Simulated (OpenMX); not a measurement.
## SiO2 under changes of volume

One of the cells (14.237 Å³/atom); the others are scaled copies at fixed shape and fractional positions:

```
CELL_PARAMETERS angstrom
4.97559 0.00000 0.00000
0.00000 4.97559 0.00000
0.00000 0.00000 6.90089
ATOMIC_POSITIONS crystal
Si 0.80325 0.80325 0.50000
Si 0.69675 0.30325 0.25000
Si 0.30325 0.69675 0.75000
Si 0.19675 0.19675 0.00000
O 0.76176 0.11039 0.43204
O 0.88961 0.23824 0.06796
O 0.11039 0.76176 0.56796
O 0.26176 0.38961 0.81796
O 0.23824 0.88961 0.93204
O 0.73824 0.61039 0.31796
O 0.38961 0.26176 0.18204
O 0.61039 0.73824 0.68204
```

The cell comes from a database or a generator and needn't be the stable form of this composition.

```yaml
Program: OpenMX 3.8.5
Functional: LDA
Potentials_or_basis: OpenMX 2013 LDA set, Si7.0-s2p2d1, O6.0-s2p2d1, fixed grid of 60 × 60 × 84 points
k_mesh: 7 × 7 × 5
Occupations: fermi-dirac, width 0.05 eV
Spin: no spin polarisation
```

```tsv
volume (Å³/atom)	energy over the lowest point (meV/atom)	gap on the mesh (eV)	largest force (eV/Å)
13.383	43.00	6.34	1.166
13.667	21.44	6.21	0.886
13.952	7.57	6.08	0.629
14.237	0.64	5.94	0.391
14.522	0.00	5.80	0.173
14.806	5.04	5.65	0.159
15.091	?	?	?
```

Question: What does the run at 15.091 Å³/atom give?

Answer: Energy over the lowest point 15.23 meV/atom; gap on the mesh 5.50 eV; largest force 0.223 eV/Å.

Worked out: A Birch-Murnaghan fit of order 3 (a polynomial in V^(-2/3)) to the other rows has its minimum at 14.41 Å³/atom with B0 = V·E''(V) = 168 GPa and B' = 4.2 at fixed shape and positions, which overstates the stiffness. It gives 15.20 meV/atom at 15.091 Å³/atom, against the run's 15.23. A parabola through the other rows of the gap, of slope -8.13 eV per unit of ln V (its deformation potential) there, extrapolates to 5.50 eV, against the run's 5.50.

Energies are extrapolated to zero smearing.

Caveats: an odd mesh through Γ misses points on the zone boundary, where band edges often lie; the basis of atomic orbitals isn't converged, which shifts pressures, moduli and gaps; forces of over 1 eV/Å show positions far from the minimum, so gaps and moduli don't describe the material at rest (some runs).
